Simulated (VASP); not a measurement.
# S (R-3) in VASP: reference runs

How does S come out in PBE? The cell is run as given and disturbed.

All numbers are computed with VASP 6.6.1; they aren't measurements. Logs are shortened: lines on timing, memory, paths and dates and some standing lists are left out, and cuts for length are marked.

## (1) The structure

It takes space group R-3 (No. 148, trigonal). The conventional cell has a = 10.818 Å, b = 10.818 Å, c = 4.280 Å, α = 90.00°, β = 90.00°, γ = 120.00°. S (site symmetry 1) is surrounded by 2 S at 2.06 Å.

This isn't the form of S at room conditions, which is orthorhombic, of S8 rings.

## (2) Single point, PBE

The input, INCAR:

```
  ALGO = Normal
  EDIFF = 1E-7
  ENCUT = 520
  GGA = PE
  ISIF = 2
  ISMEAR = -1
  LASPH = True
  LCHARG = False
  LREAL = False
  LWAVE = False
  NBANDS = 27
  NELM = 100
  PREC = Accurate
  SIGMA = 0.05
```

The input, KPOINTS:

```
k-points
0
Gamma
  7 7 7
```

The input, POSCAR:

```
S
1.0
    5.4090000000      3.1228876060      1.4266666667
   -5.4090000000      3.1228876060      1.4266666667
    0.0000000000     -6.2457752121      1.4266666667
S
6
Direct
    0.8517000000      0.0827000000      0.7491000000
    0.0827000000      0.7491000000      0.8517000000
    0.7491000000      0.8517000000      0.0827000000
    0.1483000000      0.9173000000      0.2509000000
    0.9173000000      0.2509000000      0.1483000000
    0.2509000000      0.1483000000      0.9173000000
```

Potentials or basis: VASP PAW PBE potentials, release 64 (S).

The run is started by

```sh
$ cat potpaw_PBE.64/S/POTCAR > POTCAR
$ mpirun -np 1 vasp_std > vasp.out
```

OUTCAR:

```text
EDIFF = 1E-7
   ENCUT = 520
   GGA = PE
   ISIF = 2
   ISMEAR = -1
   LASPH = True
   LREAL = False
   NELM = 100
   PREC = Accurate

 ion  position               nearest neighbor table
   1  0.852  0.083  0.749-   6 2.06   5 2.06
   2  0.083  0.749  0.852-   6 2.06   4 2.06
   3  0.749  0.852  0.083-   5 2.06   4 2.06
   4  0.148  0.917  0.251-   3 2.06   2 2.06
   5  0.917  0.251  0.148-   3 2.06   1 2.06
   6  0.251  0.148  0.917-   2 2.06   1 2.06

  LATTYP: Found a trigonal (rhomboedric) cell.
 ALAT       =     6.4066438778
 COS(alpha) =    -0.4256167551

  Lattice vectors:

 A1 = (   5.4090000000,   3.1228876060,   1.4266666667)
 A2 = (  -5.4090000000,   3.1228876060,   1.4266666667)
 A3 = (   0.0000000000,  -6.2457752121,   1.4266666667)

Analysis of symmetry for initial positions (statically):
=====================================================================
 Subroutine PRICEL returns:
 Original cell was already a primitive cell.

 Routine SETGRP: Setting up the symmetry group for a
 trigonal (rhombohedral) supercell.

 Subroutine GETGRP returns: Found  6 space group operations
 (whereof  6 operations were pure point group operations)
 out of a pool of 12 trial point group operations.

The static configuration has the point symmetry S_6 .

Analysis of symmetry for dynamics (positions and initial velocities):
=====================================================================
 Subroutine PRICEL returns:
 Original cell was already a primitive cell.

 Routine SETGRP: Setting up the symmetry group for a
 trigonal (rhombohedral) supercell.

 Subroutine GETGRP returns: Found  6 space group operations
 (whereof  6 operations were pure point group operations)
 out of a pool of 12 trial point group operations.

The dynamic configuration has the point symmetry S_6 .

 Subroutine INISYM returns: Found  6 space group operations
 (whereof  6 operations are pure point group operations),
 and found     1 'primitive' translations

----------------------------------------------------------------------------------------

                                     Primitive cell

  volume of cell :     144.5929

  direct lattice vectors                    reciprocal lattice vectors
     5.409000000  3.122887606  1.426666667     0.092438528  0.053369409  0.233644860
    -5.409000000  3.122887606  1.426666667    -0.092438528  0.053369409  0.233644860
[... 91 lines left out ...]
   ENCUT  =  520.0 eV  38.22 Ry    6.18 a.u.  11.91 11.91 11.91*2*pi/ulx,y,z
   NELM   =    100;   NELMIN=  2; NELMDL= -5     # of ELM steps
   EDIFF  = 0.1E-06   stopping-criterion for ELM
   LREAL  =      F    real-space projection
   EDIFFG = 0.1E-05   stopping-criterion for IOM
   NSW    =      0    number of steps for IOM
   IBRION =     -1    ionic relax: 0-MD 1-quasi-New 2-CG
   NFREE  =      0    steps in history (QN), initial steepest desc. (CG)
   ISIF   =      2    stress and relaxation
   ISYM   =      2    0-nonsym 1-usesym 2-fastsym
   POTIM  = 0.5000    time-step for ionic-motion
   TEBEG  =    0.0;   TEEND  =   0.0 temperature during run
   PSTRESS=    0.0 pullay stress
   NELECT =      36.0000    total number of electrons
   NUPDOWN=      -1.0000    fix difference up-down
   EMIN   =  10.00;   EMAX   =-10.00  energy-range for DOS
   EFERMI =   0.00;   METHOD = LEGACY
   ISMEAR =    -1;   SIGMA  =   0.05  broadening in eV -4-tet -1-fermi 0-gaus
   EFERMI_NEDOS =   21; number of points for ismear=-14 and -15
   IALGO  =     38    algorithm
   IMIX   =      4    mixing-type and parameters
     AMIX     =   0.40;   BMIX     =  1.00
     AMIX_MAG =   1.60;   BMIX_MAG =  1.00
  volume/ion in A,a.u.               =      24.10       162.63
  Fermi-wavevector in a.u.,A,eV,Ry     =   1.029896  1.946221 14.431501  1.060685
  Thomas-Fermi vector in A             =   2.163967
   LORBIT       =      0    0 simple, 1 ext, 2 COOP (PROOUT), +10 PAW based schemes
   GGA     = PE    functional components
[... 5 lines left out ...]
 non-spin polarized calculation
  energy-cutoff  :      520.00
  volume of cell :      144.59
 maximum number of plane-waves:      3917
   NGX = 23   NGY = 23   NGZ = 23

 number of electron      35.9999995 magnetization

 Free energy of the ion-electron system (eV)
  ---------------------------------------------------
  ext. energy  EPLUGINS =         0.00000000
  ---------------------------------------------------
  free energy    TOTEN  =       -24.26280057 eV

  energy without entropy =      -24.26280057  energy(sigma->0) =      -24.26280057

 E-fermi :   3.6885     XC(G=0):  -8.5576

 val. band max:        2.6236455555   @ k =  -0.4286   0.4286   0.4286
 cond. band min:       4.8012762638   @ k =  -0.2857   0.2857   0.1429
 fundamental gap:      2.1776307083
 Fermi energy:         3.6884801150

 k-point     1 :       0.0000    0.0000    0.0000
  band No.  band energies     occupation
      1     -14.1854      2.00000
      2     -12.2200      2.00000
      3     -12.2200      2.00000
      4      -8.9541      2.00000
      5      -8.9541      2.00000
      6      -6.0604      2.00000
[... 709 lines left out ...]
     26      10.1139      0.00000
     27      10.6190      0.00000

 [... further k-points ...]

------------------------ aborting loop because EDIFF is reached ----------------------------------------

  FORCE on cell =-STRESS in cart. coord.  units (eV):
  Direction    XX          YY          ZZ          XY          YZ          ZX
  --------------------------------------------------------------------------------------
  -------------------------------------------------------------------------------------
  Total        2.4626398      2.4626398      1.5143533      0.0000001     -0.0000000      0.0000000
  in kB       27.2875390     27.2875390     16.7799507      0.0000010     -0.0000000      0.0000000
  external PRESSURE =      23.7850096 kB  Pullay stress =       0.0000000 kB

 VOLUME and BASIS-vectors are now :
 -----------------------------------------------------------------------------
  energy-cutoff  :      520.00
  volume of cell :      144.59
      direct lattice vectors                 reciprocal lattice vectors
     5.409000000  3.122887606  1.426666667     0.092438528  0.053369409  0.233644860
    -5.409000000  3.122887606  1.426666667    -0.092438528  0.053369409  0.233644860
     0.000000000 -6.245775212  1.426666667     0.000000000 -0.106738818  0.233644860

 POSITION                                       TOTAL-FORCE (eV/Angst)
 -----------------------------------------------------------------------------------
      4.15952     -1.76068      2.40179        -0.188758      0.223408     -0.067540
     -3.60456     -2.72191      2.40179         0.287856      0.051765     -0.067540
     -0.55496      4.48259      2.40179        -0.099098     -0.275173     -0.067540
     -4.15952      1.76068      1.87821         0.188758     -0.223408      0.067540
      3.60456      2.72191      1.87821        -0.287856     -0.051765      0.067540
      0.55496     -4.48259      1.87821         0.099098      0.275173      0.067540
 -----------------------------------------------------------------------------------
    total drift:                               -0.000000      0.000000      0.000000

  FREE ENERGIE OF THE ION-ELECTRON SYSTEM (eV)
  ---------------------------------------------------
  free  energy   TOTEN  =       -24.2628005730 eV

  energy  without entropy=      -24.2628005728  energy(sigma->0) =      -24.26280057
```

OSZICAR:

```text
N       E                     dE             d eps       ncg     rms          rms(c)
DAV:   1     0.200975832308E+03    0.20098E+03   -0.15445E+04  3240   0.114E+03
DAV:   2    -0.845453503724E+01   -0.20943E+03   -0.20258E+03  4285   0.206E+02
DAV:   3    -0.242332823669E+02   -0.15779E+02   -0.15652E+02  4393   0.617E+01
DAV:   4    -0.244731185630E+02   -0.23984E+00   -0.23941E+00  3936   0.904E+00
DAV:   5    -0.244791723675E+02   -0.60538E-02   -0.60520E-02  4085   0.141E+00    0.269E+01
DAV:   6    -0.243189767183E+02    0.16020E+00   -0.10201E-01  3618   0.148E+00    0.162E+01
DAV:   7    -0.242628166142E+02    0.56160E-01   -0.18864E-01  3575   0.202E+00    0.451E-01
DAV:   8    -0.242626259676E+02    0.19065E-03   -0.12805E-02  3618   0.593E-01    0.219E-01
DAV:   9    -0.242626968119E+02   -0.70844E-04   -0.57646E-04  4370   0.127E-01    0.578E-02
DAV:  10    -0.242627779361E+02   -0.81124E-04   -0.75611E-05  3650   0.476E-02    0.168E-02
DAV:  11    -0.242627970933E+02   -0.19157E-04   -0.13283E-05  4010   0.206E-02    0.805E-03
DAV:  12    -0.242628005365E+02   -0.34432E-05   -0.34457E-06  3647   0.100E-02    0.456E-03
DAV:  13    -0.242628005730E+02   -0.36492E-07   -0.23002E-07  3885   0.254E-03
   1 F= -.24262801E+02 E0= -.24262801E+02  d E =-.179973E-09
```

stdout:

```text
POSCAR found type information on POSCAR S
 POSCAR found :  1 types and       6 ions
 scaLAPACK will be used
 LDA part: xc-table for (Slater+PW92), standard interpolation
 POSCAR, INCAR and KPOINTS ok, starting setup
 FFT: planning ... GRIDC
 FFT: planning ... GRID_SOFT
 FFT: planning ... GRID
 WAVECAR not read
 entering main loop
```

Wall time 3.5 min (1 thread of Intel Xeon Platinum 8488C (Sapphire Rapids), shared host); peak memory 0.38 GiB.

Results:

```
Free energy            : -24.2628 eV
Pressure               : 2.4 GPa
Largest force          : 0.300 eV/Å
Band gap on the k mesh : 2.18 eV, indirect (least direct gap 2.25 eV)
```

Forces in eV/Å, atoms in the order of the input:
```
S   -0.189  0.223 -0.068
S    0.288  0.052 -0.068
S   -0.099 -0.275 -0.068
S    0.189 -0.223  0.068
S   -0.288 -0.052  0.068
S    0.099  0.275  0.068
```

Levels at points of the mesh, in eV from the valence-band top:
```
           k point  band 14  band 15  band 16  band 17  band 18  band 19  band 20  band 21  band 22  band 23
(0.00, 0.00, 0.00)    -1.20    -0.86    -0.86    -0.82    -0.82     2.45     2.45     3.43     3.43     3.85
```

Caveat: an odd mesh through Γ misses points on the zone boundary, where band edges often lie.

## (3) Single point, PBE (atoms moved at random, drawn with an rms of 0.05 Å)

The input, INCAR:

```
ALGO = Normal
EDIFF = 1E-7
ENCUT = 520
GGA = PE
ISIF = 2
ISMEAR = -1
LASPH = True
LCHARG = False
LREAL = False
LWAVE = False
NBANDS = 27
NELM = 60
PREC = Accurate
SIGMA = 0.05
```

KPOINTS is that of step 2.

The input, POSCAR:

```
S
1.0
    5.4090000000      3.1228876060      1.4266666667
   -5.4090000000      3.1228876060      1.4266666667
    0.0000000000     -6.2457752121      1.4266666667
S
6
Direct
    0.8499030000      0.0798610000      0.7385190000
    0.0734610000      0.7423870000      0.8431720000
    0.7521740000      0.8558790000      0.0841490000
    0.1380250000      0.9066520000      0.2376390000
    0.9225940000      0.2508710000      0.1478810000
    0.2533390000      0.1540900000      0.9204590000
```

Potentials or basis: VASP PAW PBE potentials, release 64 (S).

The run is started by

```sh
$ cat potpaw_PBE.64/S/POTCAR > POTCAR
$ mpirun -np 1 vasp_std > vasp.out
```

OUTCAR:

```text
EDIFF = 1E-7
   ENCUT = 520
   GGA = PE
   ISIF = 2
   ISMEAR = -1
   LASPH = True
   LREAL = False
   NELM = 60
   PREC = Accurate

 ion  position               nearest neighbor table
   1  0.850  0.080  0.739-   6 2.05   5 2.09
   2  0.073  0.742  0.843-   4 2.03   6 2.08
   3  0.752  0.856  0.084-   5 2.04   4 2.04
   4  0.138  0.907  0.238-   2 2.03   3 2.04
   5  0.923  0.251  0.148-   3 2.04   1 2.09
   6  0.253  0.154  0.920-   1 2.05   2 2.08

  LATTYP: Found a trigonal (rhomboedric) cell.
 ALAT       =     6.4066438778
 COS(alpha) =    -0.4256167551

  Lattice vectors:

 A1 = (   5.4090000000,   3.1228876060,   1.4266666667)
 A2 = (  -5.4090000000,   3.1228876060,   1.4266666667)
 A3 = (   0.0000000000,  -6.2457752121,   1.4266666667)

Analysis of symmetry for initial positions (statically):
=====================================================================
 Subroutine PRICEL returns:
 Original cell was already a primitive cell.

 Routine SETGRP: Setting up the symmetry group for a
 trigonal (rhombohedral) supercell.

 Subroutine GETGRP returns: Found  1 space group operations
 (whereof  1 operations were pure point group operations)
 out of a pool of 12 trial point group operations.

The static configuration has the point symmetry C_1 .

Analysis of symmetry for dynamics (positions and initial velocities):
=====================================================================
 Subroutine PRICEL returns:
 Original cell was already a primitive cell.

 Routine SETGRP: Setting up the symmetry group for a
 trigonal (rhombohedral) supercell.

 Subroutine GETGRP returns: Found  1 space group operations
 (whereof  1 operations were pure point group operations)
 out of a pool of 12 trial point group operations.

The dynamic configuration has the point symmetry C_1 .

 Subroutine INISYM returns: Found  1 space group operations
[... 120 lines left out ...]
   ISMEAR =    -1;   SIGMA  =   0.05  broadening in eV -4-tet -1-fermi 0-gaus
   EFERMI_NEDOS =   21; number of points for ismear=-14 and -15
   IALGO  =     38    algorithm
   IMIX   =      4    mixing-type and parameters
     AMIX     =   0.40;   BMIX     =  1.00
     AMIX_MAG =   1.60;   BMIX_MAG =  1.00
  volume/ion in A,a.u.               =      24.10       162.63
  Fermi-wavevector in a.u.,A,eV,Ry     =   1.029896  1.946221 14.431501  1.060685
  Thomas-Fermi vector in A             =   2.163967
   LORBIT       =      0    0 simple, 1 ext, 2 COOP (PROOUT), +10 PAW based schemes
   GGA     = PE    functional components
[... 5 lines left out ...]
 non-spin polarized calculation
  energy-cutoff  :      520.00
  volume of cell :      144.59
 maximum number of plane-waves:      3917
   NGX = 23   NGY = 23   NGZ = 23

 number of electron      35.9999999 magnetization

 Free energy of the ion-electron system (eV)
  ---------------------------------------------------
  ext. energy  EPLUGINS =         0.00000000
  ---------------------------------------------------
  free energy    TOTEN  =       -24.22831809 eV

  energy without entropy =      -24.22831809  energy(sigma->0) =      -24.22831809

 E-fermi :   3.6822     XC(G=0):  -8.5541

 val. band max:        2.6124331071   @ k =   0.4286  -0.4286   0.4286
 cond. band min:       4.7573990090   @ k =   0.1429  -0.2857   0.2857
 fundamental gap:      2.1449659019
 Fermi energy:         3.6821934744

 k-point     1 :       0.0000    0.0000    0.0000
  band No.  band energies     occupation
      1     -14.2176      2.00000
      2     -12.3043      2.00000
      3     -12.1711      2.00000
      4      -8.9803      2.00000
      5      -8.9028      2.00000
      6      -6.0588      2.00000
[... 709 lines left out ...]
     26      10.2079      0.00000
     27      10.5738      0.00000

 [... further k-points ...]

------------------------ aborting loop because EDIFF is reached ----------------------------------------

  FORCE on cell =-STRESS in cart. coord.  units (eV):
  Direction    XX          YY          ZZ          XY          YZ          ZX
  --------------------------------------------------------------------------------------
  -------------------------------------------------------------------------------------
  Total        3.3896394      2.2649991      1.4858405      0.3226987      0.0905778      0.2539645
  in kB       37.5592557     25.0975607     16.4640121      3.5756964      1.0036565      2.8140806
  external PRESSURE =      26.3736095 kB  Pullay stress =       0.0000000 kB

 VOLUME and BASIS-vectors are now :
 -----------------------------------------------------------------------------
  energy-cutoff  :      520.00
  volume of cell :      144.59
      direct lattice vectors                 reciprocal lattice vectors
     5.409000000  3.122887606  1.426666667     0.092438528  0.053369409  0.233644860
    -5.409000000  3.122887606  1.426666667    -0.092438528  0.053369409  0.233644860
     0.000000000 -6.245775212  1.426666667     0.000000000 -0.106738818  0.233644860

 POSITION                                       TOTAL-FORCE (eV/Angst)
 -----------------------------------------------------------------------------------
      4.16516     -1.70908      2.38008        -0.238380     -0.125751      0.168129
     -3.61822     -2.71846      2.36687         0.231960      0.387393     -0.016951
     -0.56094      4.49619      2.41421        -0.311903     -0.350260     -0.341214
     -4.15750      1.77817      1.82944         0.492468     -0.369784      0.360016
      3.63335      2.74097      1.88512        -0.498272      0.211970     -0.008596
      0.53684     -4.47663      1.89445         0.324127      0.246432     -0.161384
 -----------------------------------------------------------------------------------
    total drift:                               -0.000013      0.000155     -0.000063

  FREE ENERGIE OF THE ION-ELECTRON SYSTEM (eV)
  ---------------------------------------------------
  free  energy   TOTEN  =       -24.2283180943 eV

  energy  without entropy=      -24.2283180941  energy(sigma->0) =      -24.22831809
```

stdout:

```text
POSCAR found type information on POSCAR S
 POSCAR found :  1 types and       6 ions
 scaLAPACK will be used
 LDA part: xc-table for (Slater+PW92), standard interpolation
 POSCAR, INCAR and KPOINTS ok, starting setup
 FFT: planning ... GRIDC
 FFT: planning ... GRID_SOFT
 FFT: planning ... GRID
 WAVECAR not read
 entering main loop
```

Wall time 8.9 min (1 thread of Intel Xeon Platinum 8488C (Sapphire Rapids), shared host); peak memory 0.61 GiB.

What came out:

| Quantity | Value |
| --- | --- |
| Free energy | -24.2283 eV |
| Pressure | 2.6 GPa |
| Largest force | 0.713 eV/Å |
| Band gap on the k mesh | 2.14 eV, indirect (least direct gap 2.24 eV) |

Forces in eV/Å, atoms in the order of the input:
```
S   -0.238 -0.126  0.168
S    0.232  0.387 -0.017
S   -0.312 -0.350 -0.341
S    0.492 -0.370  0.360
S   -0.498  0.212 -0.009
S    0.324  0.246 -0.161
```

Stress tensor (GPa, compression positive):
```
3.76 0.36 0.28
0.36 2.51 0.10
0.28 0.10 1.65
```

Caveat: an odd mesh through Γ misses points on the zone boundary, where band edges often lie.
